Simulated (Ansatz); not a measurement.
# Li2O: band structure with BLYP

Crystal: Li2O.

```
CELL_PARAMETERS angstrom
0.00000 2.32685 2.32685
2.32685 0.00000 2.32685
2.32685 2.32685 0.00000
ATOMIC_POSITIONS crystal
O 0.00000 0.00000 0.00000
Li 0.25000 0.25000 0.25000
Li 0.75000 0.75000 0.75000
```

The cell comes from a database or a generator and needn't be the stable form of this composition.

| Quantity | Value |
| --- | --- |
| Program | Ansatz 0.2.0 |
| Task | band structure |
| Functional | BLYP |
| Potentials or basis | Ansatz PAW |
| Cutoff | 420 eV (not typed: the program's choice for these potentials) |
| k mesh | 6 × 6 × 6 |
| Occupations | fermi-dirac, width 0.05 eV |
| Spin | no spin polarisation |
| Path | [["G", "X", "W", "K", "G", "L", "U", "W", "L", "K"], ["U", "X"]] |
| Points for each segment of the path | 14 |

```yaml
Pressure: -0.7 GPa
Band_gap_on_the_k_mesh: 5.28 eV, indirect (least direct gap 5.44 eV)
Band_gap_along_the_path: 5.28 eV, indirect (least direct gap 5.44 eV)
```

Levels at the corners of the path, in eV from the valence-band top:
```csv
point,band 2,band 3,band 4,band 5,band 6,band 7,band 8,band 9,band 10,band 11
Γ,-43.30,-15.32,0.00,0.00,0.00,5.44,11.83,11.83,11.83,18.94
X,-43.38,-15.05,-1.56,-1.33,-1.33,5.28,13.40,13.40,14.55,15.58
W,-43.43,-15.04,-1.72,-1.44,-1.44,7.42,10.34,13.95,13.95,17.93
K,-43.41,-15.05,-1.92,-1.47,-1.05,6.79,11.50,13.20,14.16,16.58
Γ,-43.30,-15.32,0.00,0.00,0.00,5.44,11.83,11.83,11.83,18.94
L,-43.43,-15.10,-2.64,-0.43,-0.43,9.40,9.70,12.04,12.04,17.57
U,-43.41,-15.05,-1.92,-1.47,-1.05,6.79,11.50,13.20,14.16,16.58
W,-43.43,-15.04,-1.72,-1.44,-1.44,7.42,10.34,13.95,13.95,17.93
L,-43.43,-15.10,-2.64,-0.43,-0.43,9.40,9.70,12.04,12.04,17.57
K,-43.41,-15.05,-1.92,-1.47,-1.05,6.79,11.50,13.20,14.16,16.58
U,-43.41,-15.05,-1.92,-1.47,-1.05,6.79,11.50,13.20,14.16,16.58
X,-43.38,-15.05,-1.56,-1.33,-1.33,5.28,13.40,13.40,14.55,15.58
```

Wall time 0.57 s on 2 threads of Intel(R) Xeon(R) 6975P-C (Granite Rapids), with other jobs on the host, peak memory 0.33 GiB.

Caveat: the pressure holds a Pulay correction of +0.6 GPa for the finite cutoff; the PAW data sets come from PBE, with cores solved anew for the run's functional, which leaves a small shift of forces and pressure. A hybrid or GW would open this gap; BLYP tends to underestimate it.
